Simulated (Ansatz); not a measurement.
# BN: how the settings move a single-point run

How sensitive is a single-point run of BN to its settings? A reference run comes first, then one run with altered input.

The COD entry's cell or inner coordinates are ideal or old and differ from later refinements, so a difference from it is no clean test against experiment.

Method: reference: DFT, PBEsol, PAW with Ansatz's default frozen-core files, scalar-relativistic; levels and slopes on a fine mesh, independent-particle optical spectra, in Ansatz 0.2.0.

## (1) Starting point

The structure is hexagonal, space group P6_3/mmc (No. 194). The conventional cell has a = 2.504 Å, b = 2.504 Å, c = 7.016 Å, α = 90.00°, β = 90.00°, γ = 120.00°. B (site symmetry -6m2) has 3 N at 1.45 Å as nearest neighbours. Around N (site symmetry -6m2) lie 3 B at 1.45 Å.

Coordinates:

```cif
data_structure
_symmetry_space_group_name_H-M 'P 1'
_symmetry_Int_Tables_number 1
_cell_length_a 2.5044
_cell_length_b 2.5044
_cell_length_c 7.0162
_cell_angle_alpha 90.000
_cell_angle_beta 90.000
_cell_angle_gamma 120.000
_cell_volume 38.11
loop_
_atom_site_label
_atom_site_type_symbol
_atom_site_fract_x
_atom_site_fract_y
_atom_site_fract_z
_atom_site_occupancy
B1 B 0.33333 0.66667 0.25000 1
B2 B 0.66667 0.33333 0.75000 1
N1 N 0.33333 0.66667 0.75000 1
N2 N 0.66667 0.33333 0.25000 1
```

## (2) Baseline

input.yaml reads:

```yaml
crystal:
  lattice:
    - [2.50435171742, 0.0, 0.0]
    - [-1.25217585871, 2.1688322073, 0.0]
    - [0.0, 0.0, 7.01615312656]
  atoms:
    - { symbol: B, position: [0.333333333333, 0.666666666667, 0.25] }
    - { symbol: B, position: [0.666666666667, 0.333333333333, 0.75] }
    - { symbol: "N", position: [0.333333333333, 0.666666666667, 0.75] }
    - { symbol: "N", position: [0.666666666667, 0.333333333333, 0.25] }
kpoints:
  mp_grid: { grid: [10, 10, 4] }
scf:
  occupations: { method: fixed }
hamiltonian:
  xc: pbesol
  pseudopotentials: { kind: paw }
output:
  forces: true
  stress: true
  eigenvalues: true
  eigenstates:
    nscf_kmesh: { grid: [16, 16, 6] }
    de_dk: true
    e_range: [-9, 14.24903947661]
  optics:
    e_range: [0, 20]
    de: 0.2
    sigma: 0.15
    bands: { spectra_wanted_up_to: 20 }
    nscf_kmesh: { grid: [16, 16, 6] }
checkpoint:
  write: ck
  write_wavefunctions: false
```

Started as:

```sh
$ ansatz run input.yaml --threads 2 --pin off --max-ram 6144MiB --backend cpu --events-out ev --progress --plain --runs-dir out
```

## (3) Variant: xc lda

Edit input.yaml of step 2 so:

```diff
@@ -15,3 +15,3 @@
 hamiltonian:
-  xc: pbesol
+  xc: lda
   pseudopotentials: { kind: paw }
```

Before running it: what results should come out? Wanted: for each run, ending; energy change; pressure; gap; force.

**Answer**, as computed:

| run | ending | energy change | pressure (GPa) | gap (eV) | force (eV/Å) | cycles | time |
| --- | --- | --- | --- | --- | --- | --- | --- |
| reference | converged | - | 0.0 | 4.27 | 0.00 | - | 33 s |
| 1: xc lda | converged | not comparable | -4.7 | 4.17 | 0.00 | 8 | 32 s |

Residual by cycle in the longest SCF loop of each run; runs are numbered as in the table. The quantity is the density residual dr2, in eV.

| cycle | reference | run 1 |
| --- | --- | --- |
| 1 | 0.0247 | 0.0261 |
| 2 | 0.00246 | 0.0031 |
| 3 | 1.5e-4 | 3.9e-4 |
| 4 | 2.5e-6 | 8.9e-6 |
| 5 | 2.6e-8 | 6.7e-8 |
| 6 | 2.2e-10 | 8.8e-9 |
| 7 | 3.8e-12 | 3.3e-10 |
| 8 | - | 4.5e-13 |

A change of functional puts the total energy on another scale; the pressure goes from 0.0 to -4.7 GPa and the gap on the mesh goes from 4.27 to 4.17 eV. At this fixed cell a lower pressure means that this functional prefers a smaller volume than the reference.

The gaps are Kohn-Sham values of a semilocal functional, not quasiparticle or optical gaps. Such gaps usually fall short of the measured ones.
